**Forecasting the Γ–Z levels of a layered phosphorus polytype from a parallel line of the band path**

The table holds five Kohn-Sham levels around the Fermi level of a four-atom P2/m phosphorus cell along a path of special k points, computed with Ansatz 0.2.0 at the PBE level without dispersion. The program locates the rows from the reciprocal cell and forecasts three withheld rows on Γ–Z as the levels of the parallel line B–D plus an interlayer stacking shift, taken from cosine fits at the two ends of the line. It compares this with a sin² blend of the two shifts and with no shift at all. All 15 levels fall inside their error bars, with an rms miss of 0.086 eV against 0.134 and 0.550 eV for the alternatives. The largest miss, 0.242 eV in the top valence level of row 2, shows that the shift of that band changes along the zigzag direction.

Band levels of layered phosphorus (four-atom cell, space group P2/m), computed with Ansatz 0.2.0 using scalar-relativistic PBE without dispersion correction or spin polarisation. The single-point run used PAW, a plane-wave cutoff of 420 eV, an 8×10×6 k mesh and Gaussian smearing of 0.01 eV.

## Analysis program

```python
# Table: Kohn-Sham levels (eV from the Fermi level) of layered P2/m phosphorus along a k path; Ansatz 0.2.0, PBE, no dispersion.
# Tested: path geometry, and E(ky,k3=0) = E(ky,k3=1/2) + stacking shift S as a forecast of rows 1-3 (Gamma-Z).
T = {
    'row': [1, 2, 3, 4, 5, 6, 7, 8, 9, 10, 11, 12, 13, 14, 15, 16, 17, 18, 19, 20, 21, 22, 23, 24],
    'band_distance': [0.0, 0.407, 0.815, 1.106, 1.338, 1.629, 2.036, 2.444, 2.676, 2.909, 3.213, 3.553, 3.915, 4.322, 4.73, 5.07, 5.41, 5.722, 6.022, 6.357, 6.764, 7.172, 7.471, 7.77],  # 1/angstrom
    'band_b3': [-2.256, -3.232, -2.798, -2.808, -2.927, -2.882, -3.238, -1.959, -1.915, -2.223, -1.927, -2.307, -2.646, -2.977, -4.837, -4.047, -2.908, -3.24, -4.196, -4.17, -3.2, -2.661, -2.149, -2.107],  # eV
    'band_b2': [-1.849, -2.115, -2.618, -2.398, -1.966, -1.928, -1.248, -1.309, -1.791, -1.855, -1.638, -1.657, -1.421, -1.608, -0.953, -1.457, -2.287, -2.13, -1.775, -1.816, -1.616, -1.352, -2.058, -1.868],  # eV
    'band_b1': [-0.233, -0.635, -2.039, -2.238, -1.822, -1.363, -0.327, -0.163, -0.301, -0.248, -0.558, -0.706, -1.107, -1.285, -0.926, -1.441, -2.204, -1.981, -1.733, -1.739, -1.39, -1.187, -0.843, -0.456],  # eV
    'band_a1': [1.366, 1.346, 1.21, 1.116, 0.931, 0.991, 0.648, 0.156, 0.924, 1.365, 1.474, 1.656, 2.091, 2.449, 1.812, 1.657, 1.058, 1.166, 1.768, 1.747, 2.645, 1.832, 1.722, 1.387],  # eV
    'band_a2': [1.451, 1.932, 1.416, 1.198, 0.936, 1.098, 1.425, 1.563, 1.484, 1.444, 1.82, 1.916, 2.346, 2.492, 2.944, 2.014, 1.149, 1.199, 2.371, 2.611, 2.717, 2.038, 1.88, 1.676],  # eV
}
HELD = [0, 1, 2]  # rows withheld from the fit
import numpy as np
from scipy.constants import hbar, m_e, e
L = ['b3', 'b2', 'b1', 'a1', 'a2']
E = np.array([T['band_' + l] for l in L], float).T
d = np.array(T['band_distance'], float); n = len(d)
R = lambda r: E[r - 1]
f = lambda v: ' '.join('%7.3f' % x for x in v)
cell = np.array([[4.593, 0, 0.046], [0, 3.305, 0], [-1.255, 0, 5.778]])  # cell vectors of the same run
rec = 2 * np.pi * np.linalg.inv(cell).T
P = 0.5 * np.array([[0,0,0],[0,1,0],[0,1,1],[0,0,1],[0,0,0],[-1,0,1],[-1,1,1],[0,1,0],[-1,1,0],[-1,0,0],[0,0,0]])
ks = np.array([P[0]] + [P[s] + (P[s+1] - P[s]) * j / 14 for s in range(10) for j in range(1, 15)])
dist = np.r_[0, np.cumsum(np.linalg.norm(np.diff(ks @ rec, axis=0), axis=1))]
k, dm = ks[::6][:n], dist[::6][:n]
kn = [i for i in range(n) if i not in HELD]
err = np.abs(dm - d)[kn].max(); gap = E[:, 3] - E[:, 2]
print('every 6th path point: largest distance error on known rows %.4f 1/A (table rounding 0.0005)' % err)
print('layer spacing %.2f A; gaps a1-b1 rows 8, 9, 10 (eV): %s' % (2*np.pi/np.linalg.norm(rec[2]), f(gap[7:10])))
face = [i for i in kn if abs(k[i, 1] - 0.5) < 1e-9]
print('zigzag-face rows', [i + 1 for i in face])
print('  b1-b2 (eV):', f(E[face, 2] - E[face, 1])); print('  a2-a1 (eV):', f(E[face, 4] - E[face, 3]))
print('b1-b2 rows 8, 9, 10 (eV):', f(E[7:10, 2] - E[7:10, 1]))
c = np.cos(2 * np.pi * k)
G = np.array([np.polyval(np.polyfit(c[7:10, 2], E[7:10, j], 2), 1.0) for j in range(5)])
X = lambda rows: np.array([[1, c[r-1, 2], c[r-1, 0]] for r in rows])
fit = lambda rows: np.linalg.lstsq(X(rows), E[[r-1 for r in rows]], rcond=None)[0]
m17 = R(17) - (X([17]) @ fit([4, 5, 18]))[0]; rms = np.sqrt(np.mean(m17**2)); base = 2 * rms
C = fit([4, 5, 17, 18]); Z = C.sum(0); S1 = 2 * C[1]
S0 = G - R(8); x = (G[1] - G[0]) / 2; S0[0] += x; S0[1] -= x; cross = np.array([x, x, 0, 0, 0])
print('levels (eV)              ' + ' '.join('%7s' % l for l in L))
print('row 17 left out, miss    ' + f(m17) + '  rms %.3f, doubled %.3f' % (rms, base))
for nm, v in [('fitted Z', Z), ('fitted D', Z - S1), ('S0 = Gamma - B', S0), ('S1 = Z - D', S1)]:
    print('%-25s' % nm + f(v))
print('b2/b3 crossing ambiguity in S0: %.3f eV; mean of gap at B and forecast gap at Gamma %.3f eV' % (x, (gap[7] + G[3] - G[2]) / 2))
h = hbar**2 / (2 * m_e * e) * 1e20
mass = lambda dk, dE: h * dk**2 / abs(dE)
for nm, r in [('zigzag, row 7', 7), ('stacking, row 9', 9)]:
    dk = dm[r-1] - dm[7]
    print('chord mass from B, %s (m_e): b1 %.2f, a1 %.2f' % (nm, mass(dk, R(r)[2]-R(8)[2]), mass(dk, R(r)[3]-R(8)[3])))
print('chord mass of b1, armchair, forecast Gamma to row 24: %.2f m_e' % mass(dist[-1] - dm[23], R(24)[2] - G[2]))
assert err < 0.002
assert kn[int(np.argmin(gap[kn]))] == 7
assert (E[face, 2] - E[face, 1]).max() < 0.2 < 1.0 < (E[7:10, 2] - E[7:10, 1]).min()
assert rms < 0.15
miss = {'nearest-end shift': [], 'sin^2 mix': [], 'no shift': []}; inside = 0
for i in HELD:
    p = 8 - i; w = np.sin(np.pi * k[i, 1])**2; mix = R(p) + (1 - w) * S0 + w * S1
    if i == 0:
        pr, bar, mix = G.copy(), 0.05 + abs(G - R(10)), G.copy()
    else:
        pr = R(p) + (S0 if w < 0.5 else S1)
        bar = np.sqrt(base**2 + (pr - mix)**2 + (cross**2 if w < 0.5 else 0))
    o = np.argsort(pr); pr, bar, mix = pr[o], bar[o], np.sort(mix)
    print('row %d (k2 = %.3f, partner row %d): distance forecast %.3f +- 0.001, computed %.3f, miss %.3f 1/A' % (i+1, k[i, 1], p, dm[i], d[i], d[i]-dm[i]))
    for nm, v in [('forecast', pr), ('error bar', bar), ('computed', E[i]), ('miss', E[i]-pr), ('miss of sin^2 mix', E[i]-mix), ('computed - partner row', E[i]-R(p))]:
        print('  %-23s' % nm + f(v))
    print('  gap a1-b1 forecast %.3f +- %.3f, computed %.3f, miss %.3f eV' % (pr[3]-pr[2], np.hypot(bar[2], bar[3]), gap[i], gap[i]-pr[3]+pr[2]))
    inside += int((abs(E[i] - pr) <= bar).sum())
    for key, v in zip(miss, (pr, mix, R(p))): miss[key] += list(E[i] - v)
print('levels inside their bars: %d of %d' % (inside, 5 * len(HELD)))
print('rms miss (eV): ' + ', '.join('%s %.3f' % (q, np.sqrt(np.mean(np.square(v)))) for q, v in miss.items()))
print('computed fall of b1 at same zigzag step (eV): rows 1-2 %.3f, rows 8-7 %.3f' % (E[0, 2]-E[1, 2], R(8)[2]-R(7)[2]))
```

It prints:

```
every 6th path point: largest distance error on known rows 0.0006 1/A (table rounding 0.0005)
layer spacing 5.79 A; gaps a1-b1 rows 8, 9, 10 (eV):   0.319   1.225   1.613
zigzag-face rows [4, 5, 15, 16, 17, 18, 19]
  b1-b2 (eV):   0.160   0.144   0.027   0.016   0.083   0.149   0.042
  a2-a1 (eV):   0.082   0.005   1.132   0.357   0.091   0.033   0.603
b1-b2 rows 8, 9, 10 (eV):   1.146   1.490   1.607
levels (eV)                   b3      b2      b1      a1      a2
row 17 left out, miss     -0.003   0.102   0.026  -0.098  -0.087  rms 0.075, doubled 0.150
fitted Z                  -2.774  -2.463  -2.347   1.110   1.222
fitted D                  -2.962  -1.860  -1.703   0.899   0.878
S0 = Gamma - B            -0.089  -0.739  -0.066   1.210  -0.118
S1 = Z - D                 0.188  -0.603  -0.644   0.211   0.344
b2/b3 crossing ambiguity in S0: 0.223 eV; mean of gap at B and forecast gap at Gamma 0.957 eV
chord mass from B, zigzag, row 7 (m_e): b1 3.86, a1 1.29
chord mass from B, stacking, row 9 (m_e): b1 1.49, a1 0.27
chord mass of b1, armchair, forecast Gamma to row 24: 0.17 m_e
row 1 (k2 = 0.000, partner row 8): distance forecast 0.000 +- 0.001, computed 0.000, miss 0.000 1/A
  forecast                -2.271  -1.825  -0.229   1.366   1.445
  error bar                0.098   0.080   0.069   0.051   0.051
  computed                -2.256  -1.849  -0.233   1.366   1.451
  miss                     0.015  -0.024  -0.004   0.000   0.006
  miss of sin^2 mix        0.015  -0.024  -0.004   0.000   0.006
  computed - partner row  -0.297  -0.540  -0.070   1.210  -0.112
  gap a1-b1 forecast 1.595 +- 0.086, computed 1.599, miss 0.004 eV
row 2 (k2 = 0.214, partner row 7): distance forecast 0.407 +- 0.001, computed 0.407, miss -0.000 1/A
  forecast                -3.327  -1.987  -0.393   1.307   1.858
  error bar                0.290   0.274   0.270   0.234   0.416
  computed                -3.232  -2.115  -0.635   1.346   1.932
  miss                     0.095  -0.128  -0.242   0.039   0.074
  miss of sin^2 mix       -0.013  -0.181  -0.017  -0.124   0.446
  computed - partner row   0.006  -0.867  -0.308   0.698   0.507
  gap a1-b1 forecast 1.700 +- 0.358, computed 1.981, miss 0.281 eV
row 3 (k2 = 0.429, partner row 6): distance forecast 0.815 +- 0.001, computed 0.815, miss 0.000 1/A
  forecast                -2.694  -2.531  -2.007   1.202   1.442
  error bar                0.151   0.150   0.153   0.158   0.152
  computed                -2.798  -2.618  -2.039   1.210   1.416
  miss                    -0.104  -0.087  -0.032   0.008  -0.026
  miss of sin^2 mix       -0.090  -0.080  -0.060  -0.041  -0.003
  computed - partner row   0.084  -0.690  -0.676   0.219   0.318
  gap a1-b1 forecast 3.209 +- 0.220, computed 3.249, miss 0.040 eV
levels inside their bars: 15 of 15
rms miss (eV): nearest-end shift 0.086, sin^2 mix 0.134, no shift 0.550
computed fall of b1 at same zigzag step (eV): rows 1-2 0.402, rows 8-7 0.164
```
